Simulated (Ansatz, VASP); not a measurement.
One calculation of Pd, two programs

```
Pd
1.0
     0.00000    1.94490    1.94490
     1.94490    0.00000    1.94490
     1.94490    1.94490    0.00000
Pd
1
Cartesian
  0.0000 0.0000 0.0000
```

Alike in both runs: task single point; functional PBE; k mesh 18 × 18 × 18; occupations fermi-dirac, width 0.05 eV; non-collinear spin, spin-orbit coupling.

```csv
,VASP,Ansatz
version,VASP 6.6.1,Ansatz 0.2.0
potentials or method,"VASP PAW PBE potentials, release 64 (Pd), cutoff 520 eV",all-electron LAPW
```

Ansatz gave:

```
pressure (GPa)           : 7.6
net moment per atom (μB) : 0.00
```

Task: Which values does VASP return?

Result: Pressure (GPa): 7.5; net moment per atom (μB): 0.00.

Ansatz ran all-electron here, so the differences hold the error of VASP's frozen core and of both bases.
